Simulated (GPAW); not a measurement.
Ge:

```
Ge
1.0
     4.00312    0.00000    0.00000
    -2.00156    3.46680    0.00000
     0.00000    0.00000   13.15671
Ge
8
Direct
  0.33333 0.66667 0.15594
  0.66667 0.33333 0.84406
  0.66667 0.33333 0.65594
  0.33333 0.66667 0.34406
  0.00000 0.00000 0.09315
  0.00000 0.00000 0.90685
  0.00000 0.00000 0.59315
  0.00000 0.00000 0.40685
```

This isn't the form of Ge at room conditions, which is diamond.

Base run:

- Program: GPAW 26.7.0
- Functional: PBEsol
- Potentials or basis: PAW data sets generated in the run's folder for this functional
- Cutoff: 600 eV
- Basis: pw
- k mesh: 8 × 8 × 2
- Occupations: fermi-dirac, width 0.05 eV
- Spin: spin-orbit coupling, no magnetisation

Its results: band gap on the k mesh 0.10 eV, direct; pressure 0.3 GPa; largest force 0.003 eV/Å.

**Question.** The run is repeated on the same cell with these changes: spin from spin-orbit coupling, no magnetisation to no spin polarisation. What comes out?

**Answer.** Band gap on the k mesh 0.04 eV, direct; pressure 0.3 GPa; largest force 0.003 eV/Å.

Caveats: spin-orbit coupling was added after a scalar SCF, so levels and gaps hold it while energy, forces, pressure and moments don't (some runs); this program's spin-orbit splittings come out too wide for heavy elements (some runs); the mesh misses the band edges, which the band path finds closer together (some runs).
